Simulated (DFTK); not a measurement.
Input of a DFTK 0.8.2 run:

File run.jl:

```julia
using DFTK
using PseudoPotentialData
using Unitful, UnitfulAtomic
using LinearAlgebra, Printf
include("save.jl")
disable_threading()

lines = readlines("MgS.cif")
tag(name) = parse(Float64, split(only(filter(startswith(name), lines)))[2])
a, b, c = tag.(["_cell_length_a", "_cell_length_b", "_cell_length_c"])
α, β, γ = deg2rad.(tag.(["_cell_angle_alpha", "_cell_angle_beta", "_cell_angle_gamma"]))
cx, cy  = cos(β), (cos(α) - cos(β) * cos(γ)) / sin(γ)
lattice = austrip(1u"Å") * [a b*cos(γ) c*cx; 0 b*sin(γ) c*cy; 0 0 c*sqrt(1 - cx^2 - cy^2)]
sites     = split.(lines[findlast(startswith("_atom_site_"), lines)+1:end])
symbols   = [Symbol(s[2]) for s in sites]
positions = [parse.(Float64, s[5:7]) for s in sites]
pseudopotentials = PseudoFamily("cp2k.nc.sr.pbe.v0_1.largecore.gth")
elements = Dict(s => ElementPsp(s, pseudopotentials) for s in unique(symbols))
atoms    = [elements[s] for s in symbols]

build_model(lattice, positions; symmetries=true) =
    model_DFT(lattice, atoms, positions;
              functionals=PBEsol(),
              temperature=austrip(0.05u"eV"),
              smearing=Smearing.FermiDirac(),
              symmetries)
Ecut  = 41.0  # hartree
kgrid = [9, 9, 9]
tol   = 1e-6
to_GPa = ustrip(uconvert(u"GPa", 1u"hartree/bohr^3"))

model = build_model(lattice, positions)
basis = PlaneWaveBasis(model; Ecut, kgrid)
display(basis)
scfres = self_consistent_field(basis;
                               tol,
                               nbandsalg=AdaptiveBands(model; n_bands_converge=9))
display(scfres.energies)
@printf "Fermi level: %.6f eV\n" ustrip(auconvert(u"eV", something(scfres.εF, NaN)))
forces = compute_forces_cart(scfres)
println("Forces (eV/Å)")
for (s, f) in zip(symbols, forces)
    @printf "%-3s %12.6f %12.6f %12.6f\n" s ustrip.(auconvert.(u"eV/Å", f))...
end
stress = compute_stresses_cart(scfres)
println("Stress (GPa)")
display(round.(stress * to_GPa; digits=4))
println("Levels at the first k-point (eV): ", round.(ustrip.(auconvert.(u"eV", scfres.eigenvalues[1][1:scfres.n_bands_converge])); digits=4))
save_scf!(scfres; forces, stress)

points = Dict("G" => [0.0, 0.0, 0.0], "K" => [0.375, 0.375, 0.75], "L" => [0.5, 0.5, 0.5], "U" => [0.625, 0.25, 0.625], "W" => [0.5, 0.25, 0.75], "X" => [0.5, 0.0, 0.5])
segments = [("G", "X", 7), ("X", "W", 4), ("W", "K", 3), ("K", "G", 7), ("G", "L", 6), ("L", "U", 4), ("U", "W", 3), ("W", "L", 5), ("L", "K", 4), ("U", "X", 3)]
kcoords = vcat([[points[a] + t * (points[b] - points[a]) for t in range(0, 1, n)] for (a, b, n) in segments]...)
bands = compute_bands(scfres, ExplicitKpoints(kcoords); n_bands=11, tol=1e-5)
for (k, ε) in zip(bands.basis.kpoints, bands.eigenvalues)
    @printf "%d %8.4f %8.4f %8.4f " k.spin k.coordinate...
    println(join([@sprintf("%9.4f", e) for e in ustrip.(auconvert.(u"eV", ε .- scfres.εF))]))
end
results["band_energies"] = rows(bands.eigenvalues); results["band_kpoints"] = rows(kcoords)
```

MgS.cif

```cif
data_MgS
_cell_length_a 3.67928871
_cell_length_b 3.67928871
_cell_length_c 3.67928871
_cell_angle_alpha 60.00000000
_cell_angle_beta 60.00000000
_cell_angle_gamma 60.00000000
_space_group_name_H-M_alt 'P1'
_space_group_name_Hall 'P 1'
_space_group_IT_number 1
loop_
_space_group_symop_operation_xyz
'x,y,z'
loop_
_atom_site_label
_atom_site_type_symbol
_atom_site_symmetry_multiplicity
_atom_site_Wyckoff_symbol
_atom_site_fract_x
_atom_site_fract_y
_atom_site_fract_z
_atom_site_occupancy
S1 S 1 a 0.5000000000 0.5000000000 0.5000000000 1
Mg1 Mg 1 a 0.0000000000 0.0000000000 0.0000000000 1
```

Potentials or basis: cp2k.nc.sr.pbe.v0_1.largecore.gth (PBE, GTH, large core).

Launch:

```console
$ julia --threads=1 run.jl  # save.jl only writes the numbers to a file and isn't shown; printed stress counts tension as positive; times include loading and compiling
```

(1) Estimate the band gap on the k mesh.

(2) Predict the band gap along the path.

## Answers

(1) 2.87 eV, indirect (least direct gap 3.60 eV).

(2) 2.74 eV, indirect (least direct gap 3.60 eV).

Caveat: GTH potentials come without recommended cutoffs, and this one wasn't checked for convergence; the potentials were made for another functional, which shifts forces and pressure; this set keeps more shells in the core, which shifts pressures and gaps; the mesh misses the band edges, which the band path finds closer together.
